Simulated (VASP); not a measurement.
# InSb3 (R3m) in VASP: single point with PBEsol

Aim: the single point of InSb3 with PBEsol.

Everything below comes from runs of VASP 6.6.1. Logs are shortened: lines on timing, memory, paths and dates and some standing lists are left out, and cuts for length are marked.

## Step 1: Starting point

Symmetry: R3m, No. 160, trigonal system. The conventional cell has a = 6.797 Å, b = 6.797 Å, c = 8.325 Å, α = 90.00°, β = 90.00°, γ = 120.00°. In (site symmetry 3m) is surrounded by 9 Sb at 3.15 to 3.44 Å. Sb (site symmetry m) has 6 Sb at 3.01 to 3.42 Å and 3 In at 3.15 to 3.44 Å as nearest neighbours.

The cell comes from a database or a generator and needn't be the stable form of this composition.

## Step 2: Single point, PBEsol

The input, INCAR:

```
ALGO = Fast
EDIFF = 1E-6
ENCUT = 520
GGA = PS
ISIF = 2
ISMEAR = 0
LASPH = True
LCHARG = True
LELF = True
LREAL = False
LVHAR = True
LWAVE = False
NBANDS = 22
NELM = 80
PREC = Accurate
SIGMA = 0.01
```

The input, KPOINTS:

```
Automatic mesh
0
Gamma
  2 2 2
  0.5 0.5 0.5
```

The input, POSCAR:

```
InSb3
1.0
    4.8063670000      0.0000000000      0.0000000000
    0.0000000000      4.8063670000      0.0000000000
    0.0000000000      0.0000000000      4.8063670000
In Sb
1 3
Direct
    0.0466550818     -0.0466550818      0.0466550818
    0.5055608770      0.0515351159      0.5055608770
   -0.0515351159      0.4944391230      0.5055608770
    0.5055608770      0.4944391230     -0.0515351159
```

Potentials or basis: VASP PAW PBE potentials, release 64 (In_d, Sb).

Run with:

```sh
cat potpaw_PBE.64/In_d/POTCAR potpaw_PBE.64/Sb/POTCAR > POTCAR
mpirun -np 1 vasp_std > vasp.out
```

OUTCAR:

```text
EDIFF = 1E-6
   ENCUT = 520
   GGA = PS
   ISIF = 2
   ISMEAR = 0
   LASPH = True
   LREAL = False
   NELM = 80
   PREC = Accurate

 ion  position               nearest neighbor table
   1  0.047  0.953  0.047-   2 3.15   3 3.15   4 3.15   4 3.44   4 3.44   2 3.44   3 3.44   2 3.44
                             3 3.44   4 3.71   3 3.71   2 3.71
   2  0.506  0.052  0.506-   3 3.01   4 3.01   1 3.15   4 3.42   3 3.42   4 3.42   3 3.42   1 3.44
                             1 3.44   1 3.71
   3  0.948  0.494  0.506-   2 3.01   4 3.01   1 3.15   2 3.42   4 3.42   2 3.42   4 3.42   1 3.44
                             1 3.44   1 3.71
   4  0.506  0.494  0.948-   2 3.01   3 3.01   1 3.15   2 3.42   2 3.42   3 3.42   3 3.42   1 3.44
                             1 3.44   1 3.71

  LATTYP: Found a simple cubic cell.
 ALAT       =     4.8063670000

  Lattice vectors:

 A1 = (   4.8063670000,   0.0000000000,   0.0000000000)
 A2 = (   0.0000000000,   4.8063670000,   0.0000000000)
 A3 = (   0.0000000000,   0.0000000000,   4.8063670000)

Analysis of symmetry for initial positions (statically):
=====================================================================
 Subroutine PRICEL returns:
 Original cell was already a primitive cell.

 Routine SETGRP: Setting up the symmetry group for a
 simple cubic supercell.

 Subroutine GETGRP returns: Found  6 space group operations
 (whereof  6 operations were pure point group operations)
 out of a pool of 48 trial point group operations.

The static configuration has the point symmetry C_3v.

Analysis of symmetry for dynamics (positions and initial velocities):
=====================================================================
 Subroutine PRICEL returns:
 Original cell was already a primitive cell.

 Routine SETGRP: Setting up the symmetry group for a
 simple cubic supercell.

 Subroutine GETGRP returns: Found  6 space group operations
 (whereof  6 operations were pure point group operations)
 out of a pool of 48 trial point group operations.

The dynamic configuration has the point symmetry C_3v.

 Subroutine INISYM returns: Found  6 space group operations
 (whereof  6 operations are pure point group operations),
 and found     1 'primitive' translations

----------------------------------------------------------------------------------------

                                     Primitive cell

  volume of cell :     111.0327

  direct lattice vectors                    reciprocal lattice vectors
     4.806367000  0.000000000  0.000000000     0.208057354  0.000000000  0.000000000
     0.000000000  4.806367000  0.000000000     0.000000000  0.208057354  0.000000000
     0.000000000  0.000000000  4.806367000     0.000000000  0.000000000  0.208057354

  length of vectors
     4.806367000  4.806367000  4.806367000     0.208057354  0.208057354  0.208057354

  position of ions in fractional coordinates (direct lattice)
     0.046655082  0.953344918  0.046655082
     0.505560877  0.051535116  0.505560877
     0.948464884  0.494439123  0.505560877
     0.505560877  0.494439123  0.948464884

  ion indices of the primitive-cell ions
   primitive index   ion index
                 1           1
                 2           2
                 3           3
                 4           4

----------------------------------------------------------------------------------------

 KPOINTS: Automatic mesh

Automatic generation of k-mesh.
 Grid dimensions read from file:
 generate k-points for:    2    2    2

 Generating k-lattice:

  Cartesian coordinates                     Fractional coordinates (reciprocal lattice)
     0.104028677  0.000000000  0.000000000     0.500000000  0.000000000  0.000000000
     0.000000000  0.104028677  0.000000000     0.000000000  0.500000000  0.000000000
     0.000000000  0.000000000  0.104028677     0.000000000  0.000000000  0.500000000

  Length of vectors
     0.104028677  0.104028677  0.104028677

  Shift w.r.t. Gamma in fractional coordinates (k-lattice)
     0.500000000  0.500000000  0.500000000

 Subroutine IBZKPT returns following result:
 ===========================================

 Found      2 irreducible k-points:

 Following reciprocal coordinates:
            Coordinates               Weight
  0.250000  0.250000  0.250000      6.000000
  0.250000 -0.250000  0.250000      2.000000
   k-points           NKPTS =      2   k-points in BZ     NKDIM =      2   number of bands    NBANDS=     22
   number of dos      NEDOS =    301   number of ions     NIONS =      4
   total plane-waves  NPLWV =  46656
   dimension x,y,z NGX =    36 NGY =   36 NGZ =   36
   dimension x,y,z NGXF=    72 NGYF=   72 NGZF=   72
   ions per type =               1   3
   NGX,Y,Z   is equivalent  to a cutoff of  12.45, 12.45, 12.45 a.u.
   NGXF,Y,Z  is equivalent  to a cutoff of  24.90, 24.90, 24.90 a.u.
 SYSTEM =  unknown system
   PREC   = accura    normal or accurate (medium, high low for compatibility)
   ISTART =      0    job   : 0-new  1-cont  2-samecut
   ICHARG =      2    charge: 1-file 2-atom 10-const
   ISPIN  =      1    spin polarized calculation?
   LNONCOLLINEAR =      F non collinear calculations
   LSORBIT =      F    spin-orbit coupling
   LASPH  =      T    aspherical Exc in radial PAW
   ENCUT  =  520.0 eV  38.22 Ry    6.18 a.u.   8.94  8.94  8.94*2*pi/ulx,y,z
   NELM   =     80;   NELMIN=  2; NELMDL= -5     # of ELM steps
   EDIFF  = 0.1E-05   stopping-criterion for ELM
   LREAL  =      F    real-space projection
   EDIFFG = 0.1E-04   stopping-criterion for IOM
   NSW    =      0    number of steps for IOM
   IBRION =     -1    ionic relax: 0-MD 1-quasi-New 2-CG
   NFREE  =      0    steps in history (QN), initial steepest desc. (CG)
   ISIF   =      2    stress and relaxation
   ISYM   =      2    0-nonsym 1-usesym 2-fastsym
   POTIM  = 0.5000    time-step for ionic-motion
   TEBEG  =    0.0;   TEEND  =   0.0 temperature during run
   PSTRESS=    0.0 pullay stress
   NELECT =      28.0000    total number of electrons
   NUPDOWN=      -1.0000    fix difference up-down
   EMIN   =  10.00;   EMAX   =-10.00  energy-range for DOS
   EFERMI =   0.00;   METHOD = LEGACY
   ISMEAR =     0;   SIGMA  =   0.01  broadening in eV -4-tet -1-fermi 0-gaus
   EFERMI_NEDOS =   21; number of points for ismear=-14 and -15
   IALGO  =     68    algorithm
   IMIX   =      4    mixing-type and parameters
     AMIX     =   0.40;   BMIX     =  1.00
     AMIX_MAG =   1.60;   BMIX_MAG =  1.00
  volume/ion in A,a.u.               =      27.76       187.32
  Fermi-wavevector in a.u.,A,eV,Ry     =   1.034294  1.954532 14.555018  1.069764
  Thomas-Fermi vector in A             =   2.168582
   LORBIT       =      0    0 simple, 1 ext, 2 COOP (PROOUT), +10 PAW based schemes
   GGA     = PS    functional components
   LHFCALC =     F    Hartree Fock is set to
   AEXX    =    0.0000 exact exchange contribution
   IVDW    =     0    specifies the selected vdW correction
   LEPSILON=     F    determine dielectric tensor
   LRPA    =     F    only Hartree local field effects (RPA)
 non-spin polarized calculation
 RMM-DIIS sequential band-by-band and
 Gauss-broadening in eV      SIGMA  =   0.01
  energy-cutoff  :      520.00
  volume of cell :      111.03
 maximum number of plane-waves:      2998
 NGX is ok and might be reduce to    36
   NGX = 17   NGY = 17   NGZ = 17

 number of electron      27.9999991 magnetization

 Free energy of the ion-electron system (eV)
  ---------------------------------------------------
  ext. energy  EPLUGINS =         0.00000000
  ---------------------------------------------------
  free energy    TOTEN  =       -15.67208504 eV

  energy without entropy =      -15.67208504  energy(sigma->0) =      -15.67208504

 E-fermi :   7.3452     XC(G=0): -10.1284

 val. band max:        7.2937742853   @ k =   0.2500  -0.2500   0.2500
 cond. band min:       7.6318745750   @ k =   0.2500  -0.2500   0.2500
 fundamental gap:      0.3381002898
 Fermi energy:         7.3451809532

 k-point     1 :       0.2500    0.2500    0.2500
  band No.  band energies     occupation
      1      -7.2229      2.00000
      2      -7.2217      2.00000
      3      -7.2105      2.00000
      4      -7.1938      2.00000
      5      -7.1922      2.00000
      6      -3.5648      2.00000
      7      -0.9923      2.00000
      8      -0.7458      2.00000
      9       1.9012      2.00000
     10       3.8545      2.00000
     11       4.5144      2.00000
     12       5.0620      2.00000
     13       6.6737      2.00000
     14       7.2505      2.00000
     15       8.1728      0.00000
     16       9.4019      0.00000
     17       9.5162      0.00000
     18      10.1495      0.00000
     19      10.4794      0.00000
     20      12.6492      0.00000
     21      13.0397      0.00000
     22      13.9542      0.00000

 k-point     2 :       0.2500   -0.2500    0.2500
  band No.  band energies     occupation
      1      -7.2197      2.00000
      2      -7.2197      2.00000
      3      -7.2128      2.00000
      4      -7.1941      2.00000
      5      -7.1941      2.00000
      6      -3.6029      2.00000
      7      -0.7456      2.00000
      8      -0.7456      2.00000
      9       1.3615      2.00000
     10       4.4816      2.00000
     11       4.4816      2.00000
     12       4.6618      2.00000
     13       7.2938      2.00000
     14       7.2938      2.00000
     15       7.6319      0.00000
     16       9.4015      0.00000
     17       9.6719      0.00000
     18      10.3235      0.00000
     19      10.3235      0.00000
     20      13.2165      0.00000
     21      13.2165      0.00000
     22      13.3440      0.00000

------------------------ aborting loop because EDIFF is reached ----------------------------------------

  FORCE on cell =-STRESS in cart. coord.  units (eV):
  Direction    XX          YY          ZZ          XY          YZ          ZX
  --------------------------------------------------------------------------------------
  -------------------------------------------------------------------------------------
  Total        0.5235328      0.5235328      0.5235328      0.4135129      0.4135129     -0.4135129
  in kB        7.5544648      7.5544648      7.5544648      5.9669016      5.9669016     -5.9669016
  external PRESSURE =       7.5544648 kB  Pullay stress =       0.0000000 kB

 VOLUME and BASIS-vectors are now :
 -----------------------------------------------------------------------------
  energy-cutoff  :      520.00
  volume of cell :      111.03
      direct lattice vectors                 reciprocal lattice vectors
     4.806367000  0.000000000  0.000000000     0.208057354  0.000000000  0.000000000
     0.000000000  4.806367000  0.000000000     0.000000000  0.208057354  0.000000000
     0.000000000  0.000000000  4.806367000     0.000000000  0.000000000  0.208057354

 POSITION                                       TOTAL-FORCE (eV/Angst)
 -----------------------------------------------------------------------------------
      0.22424      4.58213      0.22424        -0.008072      0.008072     -0.008072
      2.42991      0.24770      2.42991        -0.001367     -0.010807     -0.001367
      4.55867      2.37646      2.42991         0.010807      0.001367     -0.001367
      2.42991      2.37646      4.55867        -0.001367      0.001367      0.010807
 -----------------------------------------------------------------------------------
    total drift:                               -0.001130      0.001130     -0.001130

  FREE ENERGIE OF THE ION-ELECTRON SYSTEM (eV)
  ---------------------------------------------------
  free  energy   TOTEN  =       -15.6720850357 eV

  energy  without entropy=      -15.6720850357  energy(sigma->0) =      -15.67208504
```

Wall time 5.8 s (1 thread of Intel Xeon 6975P-C (Granite Rapids), shared host); peak memory 0.19 GiB.

What came out:

```yaml
Free_energy: -15.6721 eV
Pressure: 0.8 GPa
Largest_force: 0.014 eV/Å
Band_gap_on_the_k_mesh: 0.34 eV, direct
```

Forces in eV/Å, atoms in the order of the input:
```
In  -0.008  0.008 -0.008
Sb  -0.001 -0.011 -0.001
Sb   0.011  0.001 -0.001
Sb  -0.001  0.001  0.011
```

Caveat: the k mesh is coarse (spacing up to 0.65 Å⁻¹), so the values aren't converged; the PAW data sets were made with another functional, which shifts forces and pressure a little; spin-orbit coupling is left out, which moves the levels of the heavy elements. A k mesh can miss the band edges.
